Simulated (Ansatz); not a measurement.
**Nb: pressure against volume**

Nb, Im-3m, a = 3.311 Å. Ansatz: PBE, PAW, 420 eV, Γ-centred 18×18×18 mesh on 1 atom, Gaussian smearing 0.10 eV; no spin polarisation. Symmetry fixes shape and atoms, so the cell is only scaled; pressure is positive in compression.

```
V (Å³/atom) P (GPa)
     17.062        ?
     17.606     5.42
     18.151     0.00
     18.695    -4.73
     19.240    -8.87
```

Q: Take V0 = 18.151 Å³/atom, fit the third-order Birch–Murnaghan form to the other rows, and predict the missing pressure.

A: With the Eulerian strain f = ½[(V0/V)^(2/3) − 1] and y = P/[3f(1 + 2f)^(5/2)], the form is the line y = B0 + 1.5 B0 (B0′ − 4) f. Rows (f, y): 0.01027, 167.2; -0.00975, 169.9; -0.01905, 171.0. Means f = -0.006177, y = 169.37; Σ(Δf)² = 0.0004490, ΣΔfΔy = -0.05857; the slope is their ratio. y = 168.6 − 130.4 f GPa, so B0 = 168.6 GPa and B0′ = 4 + 2 × (-130.4)/(3 × 168.6) = 3.48. At V = 17.062, f = 0.02106, y = 165.85 and P = 11.62 GPa. The run gave 11.63 GPa, so the fit is 0.01 GPa too low, a small miss on the scale of the series. The form still works here, 33 % of the fitted range beyond its end.